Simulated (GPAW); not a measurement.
# Sn: single point with PBEsol

Crystal: Sn.

```xyz
2
Lattice="-2.9401 2.9401 1.5993 2.9401 -2.9401 1.5993 2.9401 2.9401 -1.5993" Properties=species:S:1:pos:R:3 pbc="T T T"
Sn    0.0000    0.0000    0.0000
Sn    0.0000    2.9401    0.7997
```

* Program: GPAW 26.7.0
* Task: single point
* Functional: PBEsol
* Potentials or basis: PAW data sets generated in the run's folder for this functional
* Cutoff: 600 eV
* Basis: pw
* k mesh: 9 × 9 × 9
* Occupations: fermi-dirac, width 0.05 eV
* Spin: no spin polarisation

* Pressure: -1.7 GPa
* Band gap on the k mesh: none (metal or under the smearing width)

Stress tensor (GPa, compression positive):
```
-1.58  0.00  0.00
 0.00 -1.58  0.00
 0.00  0.00 -1.94
```

Levels at points of the mesh, in eV from the Fermi level:
```tsv
k point	band 11	band 12	band 13	band 14	band 15	band 16	band 17	band 18
(0.00, 0.00, 0.00)	-10.99	-3.70	-1.94	-1.94	2.97	6.10	6.10	6.72
```

It took 28 s on 1 thread of AMD EPYC 9R45 96-Core Processor (Zen 5) (shared host), peak memory 0.22 GiB.
